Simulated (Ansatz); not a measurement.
Write the native input for Ansatz 0.2.0 that does the following.

| Item | Value |
| --- | --- |
| Task | single point |
| Functional | PBE |
| Potentials or basis | Ansatz PAW |
| Cutoff | 420 eV (not typed: the program's choice for these potentials) |
| k mesh | 5 × 6 × 5 |
| Occupations | gaussian, width 0.015 eV |
| Spin | no spin polarisation |

HfO2:

```
CELL_PARAMETERS angstrom
5.21946 0.00000 0.00000
0.00000 5.00476 0.00000
0.00000 0.00000 5.03269
ATOMIC_POSITIONS crystal
Hf 0.96699 0.73252 0.74144
Hf 0.53301 0.73252 0.24144
Hf 0.46699 0.26748 0.74144
Hf 0.03301 0.26748 0.24144
O 0.63213 0.92865 0.87927
O 0.86787 0.92865 0.37927
O 0.23395 0.53988 0.49229
O 0.26605 0.53988 0.99229
O 0.76605 0.46012 0.99229
O 0.73395 0.46012 0.49229
O 0.13213 0.07135 0.87927
O 0.36787 0.07135 0.37927
```

Measurements of this composition are mostly on another form, of space group No. 14.

These files were run (other wordings do the same):

input.yaml

```yaml
crystal:
  lattice:
    - [5.21946336, 0.0, 0.0]
    - [0.0, 5.00476369, 0.0]
    - [0.0, 0.0, 5.03268505]
  atoms:
    - { symbol: Hf, position: [0.966994, 0.73252082, 0.74144035] }
    - { symbol: Hf, position: [0.533006, 0.73252082, 0.24144035] }
    - { symbol: Hf, position: [0.466994, 0.26747918, 0.74144035] }
    - { symbol: Hf, position: [0.033006, 0.26747918, 0.24144035] }
    - { symbol: O, position: [0.63212745, 0.9286454, 0.87926726] }
    - { symbol: O, position: [0.86787255, 0.9286454, 0.37926726] }
    - { symbol: O, position: [0.23394852, 0.53988305, 0.49229239] }
    - { symbol: O, position: [0.26605148, 0.53988305, 0.99229239] }
    - { symbol: O, position: [0.76605148, 0.46011695, 0.99229239] }
    - { symbol: O, position: [0.73394852, 0.46011695, 0.49229239] }
    - { symbol: O, position: [0.13212745, 0.0713546, 0.87926726] }
    - { symbol: O, position: [0.36787255, 0.0713546, 0.37926726] }
hamiltonian:
  xc: pbe
  pseudopotentials: { kind: paw }
kpoints:
  mp_grid: { grid: [5, 6, 5] }
scf:
  occupations: { method: gaussian, width: 0.015 }
output:
  forces: true
  stress: true
  eigenvalues: true
```

Potentials or basis: Ansatz PAW.

Launch:

```console
$ ansatz run input.yaml --threads 4 --pin off --max-ram 11264MiB --backend cpu --events-out ev --progress --plain --runs-dir out
```

Results of the run:

The pressure is 9.8 GPa, the largest force is 0.117 eV/Å and the band gap on the k mesh is 4.48 eV, indirect (least direct gap 4.68 eV).

Caveat: odd divisions of the mesh miss points on the zone boundary, where band edges often lie, so the gap on the mesh can be too wide; the pressure holds a Pulay correction of +0.8 GPa for the finite cutoff; spin-orbit coupling is left out, which moves the levels of the heavy elements.

Wall time 28 s on 4 threads of AMD EPYC (Zen 3), with other jobs on the host, peak memory 0.72 GiB.
